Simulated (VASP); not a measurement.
Crystal: Se.

```
Se
1.0
     4.36620    0.00000    0.00000
    -2.18310    3.78124    0.00000
     0.00000    0.00000    4.95360
Se
3
Direct
  0.77460 0.77460 0.00000
  0.00000 0.22540 0.66667
  0.22540 0.00000 0.33333
```

Base run:

| Property | Result |
| --- | --- |
| Program | VASP 6.6.1 |
| Functional | TB-mBJ |
| Potentials or basis | VASP PAW PBE potentials, release 64 (Se) |
| Cutoff | 520 eV |
| k mesh | 8 × 8 × 6 |
| Occupations | gaussian, width 0.02 eV |
| Spin | no spin polarisation |

Its results: band gap on the k mesh 1.57 eV, indirect (least direct gap 1.68 eV).

Task: The run is repeated on the same cell with these changes: functional from TB-mBJ to LDA; potentials or basis from VASP PAW PBE potentials, release 64 (Se) to VASP PAW LDA potentials, release 64 (Se). What comes out?

Result: Band gap on the k mesh 1.07 eV, indirect (least direct gap 1.14 eV).

Caveats: the mesh misses the band edges, which the band path finds closer together.
